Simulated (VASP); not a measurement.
Input of a VASP 6.6.1 run:

File INCAR:

```
SYSTEM = NaH
PREC     = Accurate       ! precision mode
ENCUT    = 520            ! plane-wave cutoff, eV
EDIFF    = 1E-7           ! SCF threshold, eV
ISMEAR   = 0              ! smearing method
SIGMA    = 0.02           ! smearing width, eV
LREAL    = .False.        ! projectors in reciprocal space
LASPH    = .True.         ! aspherical terms in the spheres
NELM     = 80             ! most SCF steps
ALGO     = Normal         ! electronic algorithm
ISIF     = 2              ! what is computed and relaxed
LWAVE    = .False.        ! write WAVECAR
LCHARG   = .True.         ! write CHGCAR
GGA      = PS             ! functional
LELF     = .True.         ! ELF
LVHAR    = .True.       
NBANDS   = 11             ! bands
```

The input KPOINTS:

```
regular mesh
0
Gamma
  8 8 8
  0 0 0
```

POSCAR

```
NaH
1.0
    0.0000000000      2.3864216700      2.3864216700
    2.3864216700      0.0000000000      2.3864216700
    2.3864216700      2.3864216700      0.0000000000
Na H
1 1
Direct
    0.0000000000      0.0000000000      0.0000000000
    0.5000000000      0.5000000000      0.5000000000
```

Potentials or basis: VASP PAW PBE potentials, release 64 (Na_pv, H).

The run is started by

```sh
$ cat potpaw_PBE.64/Na_pv/POTCAR potpaw_PBE.64/H/POTCAR > POTCAR
$ mpirun -np 1 vasp_std > vasp.out
```

(1) Predict the band gap on the k mesh.

(2) Estimate the pressure.

## Answers

(1) 3.62 eV, indirect (least direct gap 4.54 eV).

(2) 0.3 GPa.

Caveat: the PAW data sets were made with another functional, which shifts forces and pressure a little.
